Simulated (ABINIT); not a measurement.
Here is an ABINIT 10.8.3 (patched build) calculation.

Contents of run.abi:

```
ndtset 2

pp_dirpath "./"
pseudos "In.GGA_PBE-JTH.xml"

acell 3.376906444 3.376906444 3.376906444 Angstrom
rprim
    -0.4813488401     0.4813488401     0.7325343598
     0.4813488401    -0.4813488401     0.7325343598
     0.4813488401     0.4813488401    -0.7325343598
ntypat 1
znucl 49
natom 1
typat 1
xred
     0.0000000000     0.0000000000     0.0000000000

ecut 26.0
pawecutdg 48.0
pawxcdev 0

ixc -106131

occopt 3
tsmear 0.00183747

nstep 100

iomode 3
prtwf 0
prteig 0
prtebands 0
prtden1 1

kptopt1 1
ngkpt1 11 11 11
nshiftk1 1
shiftk1 0.0 0.0 0.0
nband1 11
tolvrs1 1.0e-9

iscf2 -2
getden2 1
nband2 17
nbdbuf2 4
tolwfr2 1.0e-11
kptopt2 -10
ndivsm2 5
prteig2 1
prtvol2 -3
kptbounds2
     0.0000000000     0.0000000000     0.0000000000
     0.0000000000     0.0000000000     0.5000000000
    -0.2158906645     0.2158906645     0.5000000000
    -0.3579453323     0.3579453323     0.3579453323
     0.0000000000     0.0000000000     0.0000000000
     0.5000000000     0.5000000000    -0.5000000000
     0.3579453323     0.6420546677    -0.3579453323
     0.0000000000     0.5000000000     0.0000000000
     0.2500000000     0.2500000000     0.2500000000
     0.5000000000     0.5000000000    -0.2158906645
     0.5000000000     0.5000000000    -0.5000000000
```

Potentials or basis: JTH PAW PBE v2.0.

The run is started by

```sh
$ abinit run.abi > log 2>&1
```

(1) Estimate the pressure.

(2) What does it give for the band gap on the k mesh?

## Answers

(1) 5.7 GPa.

(2) none (metal or under the smearing width).

Caveat: the PAW data sets were made with another functional, which shifts forces and pressure a little; spin-orbit coupling is left out, which moves the levels of the heavy elements.
